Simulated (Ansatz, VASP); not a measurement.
# AlN: VASP beside Ansatz

```
CELL_PARAMETERS angstrom
0.00000 -1.97203 -1.97203
0.00000 1.97203 -1.97203
3.94406 0.00000 0.00000
ATOMIC_POSITIONS crystal
Al 0.50558 0.49442 0.00000
Al 0.99442 0.00558 0.50000
N 0.49771 0.50229 0.50000
N 0.00229 0.99771 0.00000
```

Change from the starting cell: mode 4 frozen in at -0.022 Å, equal normal strain along x, y and z -0.0167.

Alike in both runs: task single point; functional LDA; k mesh 8 × 8 × 6; occupations gaussian, width 0.05 eV; no spin polarisation.

|  | VASP | Ansatz |
| --- | --- | --- |
| version | VASP 6.6.1 | Ansatz 0.2.0 |
| potentials or method | VASP PAW LDA potentials, release 64 (Al, N) | scalar-relativistic, plane waves, PAW |
| plane-wave cutoff (eV) | 520 | 520 |
| valence electrons in the cell | 16 | 16 |

```tsv
	VASP	Ansatz	Ansatz less VASP
gap on the k mesh at the Fermi level (eV)	5.05	5.05	+0.001
least direct gap on the mesh (eV)	5.05	5.05	+0.001
pressure (GPa)	16.3	15.5	-0.81
largest component of the traceless stress (GPa)	0.09	0.09	-0.001
rms of the force components (eV/Å)	0.118	0.116	-0.0014
```

Atom by atom the forces differ by 0.002 eV/Å (rms over components).

Caveats: so large a pressure means that the cell lies far from this level's equilibrium, or that cutoff or potentials fall short (VASP). A k mesh can miss the band edges.
